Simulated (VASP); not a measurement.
# Mg2Ge (Fm-3m) in VASP: further runs

The runs below take Mg2Ge through equation of state, with PBEsol, PBE.

Everything below comes from runs of VASP 6.6.1. Logs are shortened: lines on timing, memory, paths and dates and some standing lists are left out, and cuts for length are marked.

**1. The structure**

It takes space group Fm-3m (No. 225, cubic). Conventional cell: a = 6.378 Å, b = 6.378 Å, c = 6.378 Å, α = 90.00°, β = 90.00°, γ = 90.00°. Ge (site symmetry m-3m) is surrounded by 8 Mg at 2.76 Å. Around Mg (site symmetry -43m) lie 4 Ge at 2.76 Å.

**2. Equation of state, PBEsol, 20.32 Å³/atom (volume scaled by 0.94)**

Input file INCAR:

```
PREC = Accurate
ENCUT = 520
EDIFF = 1E-7
ISMEAR = -1
SIGMA = 0.05
LREAL = F
LASPH = T
NELM = 60
ALGO = Normal
ISIF = 2
LWAVE = F
LCHARG = F
GGA = PS
NBANDS = 16
```

Input file KPOINTS:

```
regular mesh
0
Gamma
  7 7 7
```

Input file POSCAR:

```
Mg2Ge
1.0
    0.0000000000      3.1239001007      3.1239001007
    3.1239001007      0.0000000000      3.1239001007
    3.1239001007      3.1239001007      0.0000000000
Ge Mg
1 2
Direct
    0.0000000000      0.0000000000      0.0000000000
    0.7500000000      0.7500000000      0.7500000000
    0.2500000000      0.2500000000      0.2500000000
```

Potentials or basis: VASP PAW PBE potentials, release 64 (Ge_d, Mg).

Launch:

```sh
> cat potpaw_PBE.64/Ge_d/POTCAR potpaw_PBE.64/Mg/POTCAR > POTCAR
> mpirun -np 1 vasp_std > vasp.out
```

OUTCAR:

```text
PREC = Accurate
   ENCUT = 520
   EDIFF = 1E-7
   ISMEAR = -1
   LREAL = F
   LASPH = T
   NELM = 60
   ISIF = 2
   GGA = PS

 Found     20 irreducible k-points:

 Following reciprocal coordinates:
            Coordinates               Weight
  0.000000  0.000000  0.000000      1.000000
  0.142857  0.000000  0.000000      8.000000
  0.285714  0.000000  0.000000      8.000000
  0.428571  0.000000  0.000000      8.000000
  0.142857  0.142857  0.000000      6.000000
  0.285714  0.142857  0.000000     24.000000
   k-points           NKPTS =     20   k-points in BZ     NKDIM =     20   number of bands    NBANDS=     16
   number of dos      NEDOS =    301   number of ions     NIONS =      3
   total plane-waves  NPLWV =  46656
   dimension x,y,z NGX =    36 NGY =   36 NGZ =   36
   dimension x,y,z NGXF=    72 NGYF=   72 NGZF=   72
   ions per type =               1   2
   NGX,Y,Z   is equivalent  to a cutoff of  13.55, 13.55, 13.55 a.u.
   NGXF,Y,Z  is equivalent  to a cutoff of  27.09, 27.09, 27.09 a.u.
 SYSTEM =  unknown system
   PREC   = accura    normal or accurate (medium, high low for compatibility)
   ISTART =      0    job   : 0-new  1-cont  2-samecut
   ICHARG =      2    charge: 1-file 2-atom 10-const
   ISPIN  =      1    spin polarized calculation?
   LNONCOLLINEAR =      F non collinear calculations
   LSORBIT =      F    spin-orbit coupling
   LASPH  =      T    aspherical Exc in radial PAW
   ENCUT  =  520.0 eV  38.22 Ry    6.18 a.u.   8.21  8.21  8.21*2*pi/ulx,y,z
   NELM   =     60;   NELMIN=  2; NELMDL= -5     # of ELM steps
   EDIFF  = 0.1E-06   stopping-criterion for ELM
   LREAL  =      F    real-space projection
   EDIFFG = 0.1E-05   stopping-criterion for IOM
   NSW    =      0    number of steps for IOM
   IBRION =     -1    ionic relax: 0-MD 1-quasi-New 2-CG
   NFREE  =      0    steps in history (QN), initial steepest desc. (CG)
   ISIF   =      2    stress and relaxation
   ISYM   =      2    0-nonsym 1-usesym 2-fastsym
   POTIM  = 0.5000    time-step for ionic-motion
   TEBEG  =    0.0;   TEEND  =   0.0 temperature during run
   PSTRESS=    0.0 pullay stress
   NELECT =      18.0000    total number of electrons
   NUPDOWN=      -1.0000    fix difference up-down
   EMIN   =  10.00;   EMAX   =-10.00  energy-range for DOS
   EFERMI =   0.00;   METHOD = LEGACY
   ISMEAR =    -1;   SIGMA  =   0.05  broadening in eV -4-tet -1-fermi 0-gaus
   EFERMI_NEDOS =   21; number of points for ismear=-14 and -15
   IALGO  =     38    algorithm
   IMIX   =      4    mixing-type and parameters
     AMIX     =   0.40;   BMIX     =  1.00
     AMIX_MAG =   1.60;   BMIX_MAG =  1.00
  volume/ion in A,a.u.               =      20.32       137.15
  Fermi-wavevector in a.u.,A,eV,Ry     =   1.090080  2.059953 16.167467  1.188275
  Thomas-Fermi vector in A             =   2.226297
   LORBIT       =      0    0 simple, 1 ext, 2 COOP (PROOUT), +10 PAW based schemes
   GGA     = PS    functional components
   LHFCALC =     F    Hartree Fock is set to
   AEXX    =    0.0000 exact exchange contribution
   IVDW    =     0    specifies the selected vdW correction
   LEPSILON=     F    determine dielectric tensor
   LRPA    =     F    only Hartree local field effects (RPA)
 non-spin polarized calculation
  energy-cutoff  :      520.00
  volume of cell :       60.97
 maximum number of plane-waves:      1652
 NGX is ok and might be reduce to    36
   NGX = 17   NGY = 17   NGZ = 17

 number of electron      17.9999989 magnetization

 Free energy of the ion-electron system (eV)
  ---------------------------------------------------
  ext. energy  EPLUGINS =         0.00000000
  ---------------------------------------------------
  free energy    TOTEN  =        -9.20385038 eV

  energy without entropy =       -9.20245865  energy(sigma->0) =       -9.20315452

 E-fermi :   3.9094     XC(G=0):  -9.4289

 val. band max:        3.8389671000   @ k =   0.0000   0.0000   0.0000
 cond. band min:       4.0089567269   @ k =   0.4286   0.4286   0.0000
 fundamental gap:      0.1699896270
 Fermi energy:         3.9093939415

 k-point     1 :       0.0000    0.0000    0.0000
  band No.  band energies     occupation
      1     -19.7729      2.00000
      2     -19.7729      2.00000
      3     -19.7729      2.00000
      4     -19.7512      2.00000
      5     -19.7512      2.00000
      6      -6.2011      2.00000
[... 8 lines left out ...]
     15      10.0714      0.00000
     16      10.6326      0.00000

 k-point     2 :       0.1429    0.0000    0.0000
  band No.  band energies     occupation
      1     -19.7728      2.00000
      2     -19.7726      2.00000
      3     -19.7726      2.00000
      4     -19.7512      2.00000
      5     -19.7512      2.00000
      6      -6.0204      2.00000
[... 8 lines left out ...]
     15       9.1572      0.00000
     16      10.5271      0.00000

 k-point     3 :       0.2857    0.0000    0.0000
  band No.  band energies     occupation
      1     -19.7727      2.00000
      2     -19.7720      2.00000
      3     -19.7720      2.00000
      4     -19.7511      2.00000
      5     -19.7511      2.00000
      6      -5.5260      2.00000
[... 8 lines left out ...]
     15       9.5498      0.00000
     16      10.2237      0.00000

 k-point     4 :       0.4286    0.0000    0.0000
  band No.  band energies     occupation
      1     -19.7726      2.00000
      2     -19.7715      2.00000
      3     -19.7715      2.00000
      4     -19.7510      2.00000
      5     -19.7510      2.00000
      6      -4.9619      2.00000
[... 8 lines left out ...]
     15      11.3620      0.00000
     16      12.1577      0.00000

 k-point     5 :       0.1429    0.1429    0.0000
  band No.  band energies     occupation
      1     -19.7731      2.00000
      2     -19.7723      2.00000
      3     -19.7723      2.00000
      4     -19.7514      2.00000
      5     -19.7509      2.00000
      6      -5.9598      2.00000
[... 8 lines left out ...]
     15      10.3641      0.00000
     16      11.6239      0.00000

 k-point     6 :       0.2857    0.1429    0.0000
  band No.  band energies     occupation
      1     -19.7732      2.00000
      2     -19.7718      2.00000
      3     -19.7717      2.00000
      4     -19.7515      2.00000
      5     -19.7507      2.00000
      6      -5.5666      2.00000
[... 8 lines left out ...]
     15      10.4976      0.00000
     16      11.1585      0.00000

 [... further k-points ...]

------------------------ aborting loop because EDIFF is reached ----------------------------------------

  FORCE on cell =-STRESS in cart. coord.  units (eV):
  Direction    XX          YY          ZZ          XY          YZ          ZX
  --------------------------------------------------------------------------------------
  -------------------------------------------------------------------------------------
  Total        1.1971359      1.1971359      1.1971359      0.0000000      0.0000000      0.0000000
  in kB       31.4581092     31.4581092     31.4581092      0.0000000      0.0000000      0.0000000
  external PRESSURE =      31.4581092 kB  Pullay stress =       0.0000000 kB

 VOLUME and BASIS-vectors are now :
 -----------------------------------------------------------------------------
  energy-cutoff  :      520.00
  volume of cell :       60.97
      direct lattice vectors                 reciprocal lattice vectors
     0.000000000  3.123900101  3.123900101    -0.160056335  0.160056335  0.160056335
     3.123900101  0.000000000  3.123900101     0.160056335 -0.160056335  0.160056335
     3.123900101  3.123900101  0.000000000     0.160056335  0.160056335 -0.160056335

 POSITION                                       TOTAL-FORCE (eV/Angst)
 -----------------------------------------------------------------------------------
      0.00000      0.00000      0.00000         0.000000      0.000000     -0.000000
      4.68585      4.68585      4.68585         0.000000      0.000000      0.000000
      1.56195      1.56195      1.56195        -0.000000     -0.000000     -0.000000
 -----------------------------------------------------------------------------------
    total drift:                               -0.000000      0.000000      0.000000

  FREE ENERGIE OF THE ION-ELECTRON SYSTEM (eV)
  ---------------------------------------------------
  free  energy   TOTEN  =        -9.2038503814 eV

  energy  without entropy=       -9.2024586523  energy(sigma->0) =       -9.20315452
```

It took 13 s on 1 thread of Intel Xeon 6975P-C (Granite Rapids), shared host; peak memory 0.21 GiB.

What came out:

| Item | Value |
| --- | --- |
| Free energy | -9.2039 eV |
| Pressure | 3.1 GPa |
| Band gap on the k mesh | 0.17 eV, indirect (least direct gap 1.35 eV) |

Caveat: the PAW data sets were made with another functional, which shifts forces and pressure a little; an odd mesh through Γ misses points on the zone boundary, where band edges often lie.

**3. Equation of state, PBEsol, 20.76 Å³/atom (volume scaled by 0.96)**

INCAR is that of step 2.

KPOINTS is that of step 2.

Input file POSCAR:

```
Mg2Ge
1.0
    0.0000000000      3.1459001220      3.1459001220
    3.1459001220      0.0000000000      3.1459001220
    3.1459001220      3.1459001220      0.0000000000
Ge Mg
1 2
Direct
    0.0000000000      0.0000000000      0.0000000000
    0.7500000000      0.7500000000      0.7500000000
    0.2500000000      0.2500000000      0.2500000000
```

Potentials or basis: VASP PAW PBE potentials, release 64 (Ge_d, Mg).

Launch:

```sh
> cat potpaw_PBE.64/Ge_d/POTCAR potpaw_PBE.64/Mg/POTCAR > POTCAR
> mpirun -np 1 vasp_std > vasp.out
```

Wall time 12 s (1 thread of Intel Xeon 6975P-C (Granite Rapids), shared host); peak memory 0.21 GiB.

It converged, with:

```
Free energy            : -9.2240 eV
Pressure               : 1.8 GPa
Band gap on the k mesh : 0.19 eV, indirect (least direct gap 1.23 eV)
```

Caveat: the PAW data sets were made with another functional, which shifts forces and pressure a little; an odd mesh through Γ misses points on the zone boundary, where band edges often lie.

**4. Equation of state, PBEsol, 21.19 Å³/atom (volume scaled by 0.98)**

INCAR is that of step 3.

KPOINTS is that of step 3.

Input file POSCAR:

```
Mg2Ge
1.0
    0.0000000000      3.1675966705      3.1675966705
    3.1675966705      0.0000000000      3.1675966705
    3.1675966705      3.1675966705      0.0000000000
Ge Mg
1 2
Direct
    0.0000000000      0.0000000000      0.0000000000
    0.7500000000      0.7500000000      0.7500000000
    0.2500000000      0.2500000000      0.2500000000
```

Launch:

```sh
> cat potpaw_PBE.64/Ge_d/POTCAR potpaw_PBE.64/Mg/POTCAR > POTCAR
> mpirun -np 1 vasp_std > vasp.out
```

It took 14 s on 1 thread of Intel Xeon 6975P-C (Granite Rapids), shared host; peak memory 0.21 GiB.

Results (log left out):

```yaml
Free_energy: -9.2340 eV
Pressure: 0.6 GPa
Band_gap_on_the_k_mesh: 0.21 eV, indirect (least direct gap 1.11 eV)
```

Caveat: the PAW data sets were made with another functional, which shifts forces and pressure a little; an odd mesh through Γ misses points on the zone boundary, where band edges often lie.

[end of part 1 of 2]
